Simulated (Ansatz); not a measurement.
Sc2Al: what the smearing entropy tells about the Fermi level

Level of theory: DFT PBEsol, scalar-relativistic, plane waves, PAW in Ansatz.

```xyz
6
Lattice="4.8926 0.0000 0.0000 -2.4463 4.2371 0.0000 0.0000 0.0000 6.1614" Properties=species:S:1:pos:R:3 pbc="T T T"
Sc    0.0000    0.0000    0.0000
Sc    0.0000    0.0000    3.0807
Sc    0.0000    2.8248    4.6211
Sc    2.4463    1.4124    1.5404
Al    0.0000    2.8248    1.5404
Al    2.4463    1.4124    4.6211
```

| Quantity | Value |
| --- | --- |
| plane-wave cutoff | 420 eV |
| Γ-centred k-mesh | 12×12×6 |
| spin treatment | unpolarised |

The same metal under several smearings of width σ, on one mesh. F is the free energy, TS the smearing's entropy term for the cell of 6 atoms, and E = F + TS. Gaussian occupations are ½ erfc[(ε − μ)/σ], and N counts both spins.

| rule | σ (eV) | F − F(narrowest) (meV/atom) | TS (meV/cell) |
| --- | --- | --- | --- |
| Fermi–Dirac | 0.1 | -19.937 | 228.760 |
| Fermi–Dirac | 0.2 | -73.043 | 818.089 |
| Fermi–Dirac | 0.3 | -156.550 | 1777.894 |
| Gaussian | 0.01 | 0.000 | 0.363 |
| Gaussian | 0.02 | -0.080 | 1.239 |
| Gaussian | 0.1 | -2.957 | 37.640 |
| Gaussian | 0.3 | -27.091 | 305.763 |

For a density of states N (both spins) that is flat over the smeared range, TS = Nσ²/2 (Gaussian) and (π²/3)Nσ² (Fermi–Dirac). What N does each run give?

| rule | σ (eV) | N (states/eV a cell) |
| --- | --- | --- |
| Fermi–Dirac | 0.1 | 6.95 |
| Fermi–Dirac | 0.2 | 6.22 |
| Fermi–Dirac | 0.3 | 6.00 |
| Gaussian | 0.01 | 7.26 |
| Gaussian | 0.02 | 6.20 |
| Gaussian | 0.1 | 7.53 |
| Gaussian | 0.3 | 6.79 |

Equal entropy needs σ_Gauss = π√(2/3) σ_FD = 2.57 σ_FD, so a Fermi–Dirac width acts like a Gaussian one 2.57 times as large. At moderate widths N lies between 6.79 and 7.53, nearly constant, so the density of states is smooth near the Fermi level and the mesh resolves it. At the narrowest widths only the few mesh levels within σ of μ count, so N can scatter there.

To second order F = E0 − TS/2 and E = E0 + TS/2. How well does E0 = (E + F)/2 undo the smearing?

| rule | σ (eV) | F − E0(narrowest) (meV/atom) | (E + F)/2 − E0(narrowest) (meV/atom) |
| --- | --- | --- | --- |
| Fermi–Dirac | 0.1 | -19.97 | -0.90 |
| Fermi–Dirac | 0.2 | -73.07 | -4.90 |
| Fermi–Dirac | 0.3 | -156.58 | -8.42 |
| Gaussian | 0.01 | -0.03 | 0.00 |
| Gaussian | 0.02 | -0.11 | -0.01 |
| Gaussian | 0.1 | -2.99 | 0.15 |
| Gaussian | 0.3 | -27.12 | -1.64 |

At Gaussian 0.3 eV the free energy is off by -27.12 meV/atom and the mean by -1.64. What remains is of order σ⁴ plus the mesh error of the narrowest run, which is no exact reference. Forces and stress are derivatives of F, not of E0, so they keep the σ² error.

6 further runs of this set aren't shown, and 1 didn't finish or converge.

Read in order of effective width, the density of states isn't quite flat. From Gaussian 0.1 eV to Fermi–Dirac 0.3 eV, N falls steadily from 7.53 to 6.00 states/eV a cell; only the two narrowest runs break the sequence, probably through discrete sampling of the levels. This suggests that the Fermi level sits on a broad local maximum or shoulder, with fewer states on average further away. A slope would act in the same direction, since the chemical potential then shifts towards the sparser side to conserve charge. The states involved are probably mostly Sc 3d, hybridised with Al 3p, as expected for an early transition metal with a partly filled d band.

The negative residuals of the mean energy at the larger widths fit this picture. Under Fermi–Dirac smearing, however, they grow much more slowly than σ⁴, so higher terms already matter and the low-order expansion is no longer quantitative. The entropy alone can't separate curvature from slope, or Sc from Al contributions.
